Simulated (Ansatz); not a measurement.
G0W0 rungs for Boron (R-3m, 12 atoms a cell).

```
B
1.0
     2.45895    1.41968    4.19350
    -2.45895    1.41968    4.19350
     0.00000   -2.83935    4.19350
B
12
Direct
  0.01019 0.65361 0.01019
  0.01019 0.01019 0.65361
  0.65361 0.01019 0.01019
  0.98981 0.34639 0.98981
  0.34639 0.98981 0.98981
  0.98981 0.98981 0.34639
  0.22118 0.63060 0.22118
  0.22118 0.22118 0.63060
  0.63060 0.22118 0.22118
  0.77882 0.36940 0.77882
  0.36940 0.77882 0.77882
  0.77882 0.77882 0.36940
```

The cell and positions come from the Crystallography Open Database and are kept as given unless a step says otherwise. PAW set soft_2, made with PBE.

Runs so far (Ansatz 0.2.0, start LDA, default PAW files, 4×4×4 mesh). Times are wall times on 1 × NVIDIA H100 80GB HBM3 (shared by 3 runs) with 3 threads of AMD EPYC 7R13 (Zen 3), shared host, good to a factor of about two.

```
bands summed  cutoff (eV)  gap on the mesh (eV)   time
         110           60                 1.718    4 s
         280          120                 1.868  6.3 s
```

Q: What should the next rung give, with 582 bands and screening to 200 eV, and where is the limit?

The error falls about as one over the bands when the cutoff rises with them. A line through the two highest rungs given predicts 1.918 eV; the run gave 1.932 eV, close to it. The two highest rungs put the limit near 1.992 eV, the pair below near 1.965 eV; their difference is a rough measure of what is unsettled in bands and cutoff; the mesh is a separate error.

Gaps are over the mesh's points; an edge off the mesh would be missed. Limits: not at the basis limit.

[Paths, hosts, dates, memory and timing lines, banners, echoed tables and standing remarks are left out of the program output.]

[Logs are printed without paths, hosts, clocks, repeated set-up lines and the standing remarks that a program may print on its own settings, such as how far it seeks lower states.]

[Runs of the session that timed out or met a known fault of the program may be left out.]

[Cells called generated may have been cut or substituted from an entry of the Crystallography Open Database or the Materials Project.]

[Hosts, paths, dates, database ids (printed as entryN), source tags and the programs' standing remarks are cut or masked in the printed files.]
